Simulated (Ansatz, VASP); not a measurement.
One calculation of Ru, two programs

```xyz
2
Lattice="2.7058 0.0000 0.0000 -1.3529 2.3433 0.0000 0.0000 0.0000 4.1534" Properties=species:S:1:pos:R:3 pbc="T T T"
Ru    0.0000    1.5622    1.0384
Ru    1.3529    0.7811    3.1151
```

Change from the starting cell: zz strain of -3 %, crystal datasets.

Alike in both runs: task electric field gradients; functional PBEsol; k mesh 14 × 14 × 8; occupations fermi-dirac, width 0.03 eV; no spin polarisation.

|  | VASP | Ansatz |
| --- | --- | --- |
| version | VASP 6.6.1 | Ansatz 0.2.0 |
| potentials or method | VASP PAW PBE potentials, release 64 (Ru_pv), cutoff 520 eV | all-electron PAW with datasets made for the crystal, scalar-relativistic |

Ansatz gave:

- pressure (GPa): 4.9
- largest component of the traceless stress (GPa): 9.58
- Vzz of the field gradient on the site that differs most (V/Å²): -22.8

**Question.** Which values does VASP return?

**Answer.** Pressure (GPa): 4.9; largest component of the traceless stress (GPa): 9.63; Vzz of the field gradient on the site that differs most (V/Å²): -26.6.

Ansatz ran all-electron here, so the differences hold the error of VASP's frozen core and of both bases. Ansatz warned: «gradients_without_spin_orbit».

Caveats: the PAW data sets were made with another functional, which shifts forces and pressure a little (VASP).
